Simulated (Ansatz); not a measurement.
The polar optical mode of CaSe at 1 GPa, worked through

Theory: Ansatz 0.2.0, DFT PBEsol, scalar-relativistic, plane waves, PAW. Settings: 420 eV plane-wave cutoff, Γ-centred 8×8×8 mesh, fixed occupations. No spin polarisation. Phonons by linear response, acoustic sum rule imposed.

The cell, relaxed at 1 GPa:
```xyz
2
Lattice="0.0000 2.9164 2.9164 2.9164 0.0000 2.9164 2.9164 2.9164 0.0000" Properties=species:S:1:pos:R:3 pbc="T T T"
Ca    0.0000    0.0000    0.0000
Se    2.9164    2.9164    2.9164
```

Linear response gives ν_TO = 189.1 cm⁻¹, Born charges ±2.346 e (positive on Ca) and ε∞ = 5.894. The primitive cell holds 49.611 Å³, and the masses are 40.078 and 78.971 amu.

Question: Find ν_LO and the static dielectric constant.

Answer: The long-wave field adds a restoring force: ω_LO² − ω_TO² = Z*²e²/(ε_vac ε∞ μV). In these units ν_LO² − ν_TO² = 4.92064×10⁷ Z*²/(μ V ε∞) cm⁻², with μ = m₁m₂/(m₁ + m₂) = 26.586 amu: 34846 cm⁻². So ν_LO = √(189.1² + 34846) = 265.7 cm⁻¹, and the run gives 265.7. Lyddane–Sachs–Teller then gives ε0 = ε∞ (ν_LO/ν_TO)² = 11.64, against 11.64 in the run (it forms both from the same three quantities, so the match checks the arithmetic only). Between ν_TO and ν_LO the dielectric function is negative and an undamped crystal reflects fully: a reststrahlen band from 37.6 to 52.9 μm.

Question: What do the Clausius–Mossotti polarisability and the Szigeti charge come to?

Answer: With the Lorentz local field, α = (3V/4π)(ε∞ − 1)/(ε∞ + 2) = 7.34 Å³ for the pair, and e_S = 3Z*/(ε∞ + 2) = 0.89 e. The Born charge includes the electrons' response to the dipole's own local field, and e_S takes that enhancement out. The Lorentz field assumes point-like polarisable ions, a poor picture once ε∞ is this large, since the electron clouds then overlap or are shared, so both numbers are formal here.

Question: How strongly does a slow electron couple to the LO mode?

Answer: For one isotropic parabolic band, Fröhlich's constant is α_F = (1/ε∞ − 1/ε0) √(m* Ry/ħω_LO), with Ry = 13.606 eV, ħω_LO = 32.9 meV and m* in free-electron masses: α_F = 0.0838 × 20.32 × √m* = 1.70 √m*. The band mass isn't part of this run; for m* = 0.1, 0.3 and 1 it gives 0.54, 0.93, 1.70. In weak coupling the polaron lies α_F ħω_LO below the band edge (31 meV at m* = 0.3) with a mass m*(1 + α_F/6); past α_F of about 5 or 6 that expansion fails. A semilocal functional's ε∞ tends to be too large, which taken alone lowers α_F.